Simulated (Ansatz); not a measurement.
Cu: phonons with PBEsol

Crystal: Cu.

```
Cu
1.0
     2.53410    0.00000    0.00000
    -1.26705    2.19459    0.00000
     0.00000    0.00000    4.11257
Cu
2
Cartesian
  1.2670 0.7315 3.0844
  0.0000 1.4631 1.0281
```

This isn't the form of Cu at room conditions, which is fcc.

```json
{
 "Program": "Ansatz 0.2.0",
 "Task": "phonons",
 "Functional": "PBEsol",
 "Potentials or basis": "Ansatz PAW",
 "Cutoff": "420 eV (not typed: the program's choice for these potentials)",
 "k mesh": "10 × 10 × 6",
 "Occupations": "fermi-dirac, width 0.05 eV",
 "Spin": "no spin polarisation",
 "q mesh": "2 × 2 × 2",
 "Path": "[[\"G\", \"M\", \"K\", \"G\", \"A\", \"L\", \"H\", \"A\"], [\"L\", \"M\"], [\"K\", \"H\"]]",
 "Points for each segment of the path": "8"
}
```

```yaml
Band_gap_on_the_k_mesh: none (metal or under the smearing width)
Highest_phonon_frequency: 259 cm⁻¹
```

Levels at points of the mesh, in eV from the Fermi level:
```tsv
k point	band 16	band 17	band 18	band 19	band 20	band 21	band 22	band 23
(0.00, 0.00, 0.00)	-2.44	-2.44	-1.63	-1.63	-1.03	4.08	21.60	22.01
(0.00, 0.00, -0.50)	-3.00	-1.86	-1.86	-1.86	-1.86	12.91	12.91	22.30
(0.00, -0.50, 0.00)	-1.54	-1.47	-1.43	0.07	1.67	7.96	8.38	10.98
(0.00, -0.50, -0.50)	-1.83	-1.47	-1.47	0.48	0.48	5.06	5.06	16.34
```

Phonon frequencies in cm⁻¹ (negative: imaginary):
```csv
q point,frequencies
"(0.000, 0.000, 0.000)",0 0 0 109 109 259
"(0.000, 0.000, -0.500)",78 78 78 78 190 190
"(0.000, -0.500, 0.000)",118 138 177 206 224 244
"(0.000, -0.500, -0.500)",142 142 152 152 251 251
```

It took 64 s on 2 threads of Arm Neoverse N1, with other jobs on the host, peak memory 0.54 GiB.

Caveat: the q mesh is small, so phonon branches between its points and thermal values are rough; some levels weren't fully converged.
